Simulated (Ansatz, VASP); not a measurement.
Bi in VASP and in Ansatz

```
Bi
1.0
     2.27645    1.33476    4.06700
    -2.30683    1.33383    4.08480
    -0.01600   -2.63608    4.06509
Bi
2
Direct
  0.23174 0.23805 0.24170
  0.76364 0.77961 0.77262
```

Alike in both runs: functional PBE; k mesh 6 × 6 × 6; occupations fermi-dirac, width 0.05 eV; no spin polarisation.

Ansatz relaxed the structure, and its values are those at the end. VASP's run is a single point on that final structure, the one shown.

```csv
,VASP,Ansatz
version,VASP 6.6.1,Ansatz 0.2.0
potentials or method,"VASP PAW PBE potentials, release 64 (Bi_d)","PAW with Ansatz's default frozen-core files, scalar-relativistic"
plane-wave cutoff (eV),520,420
valence electrons in the cell,30,30
```

|  | VASP | Ansatz | Ansatz less VASP |
| --- | --- | --- | --- |
| pressure (GPa) | -0.1 | 0.0 | +0.05 |
| rms of the force components (eV/Å) | 0.004 | 0.001 | -0.0036 |

Ansatz warned: «gradients_without_spin_orbit».
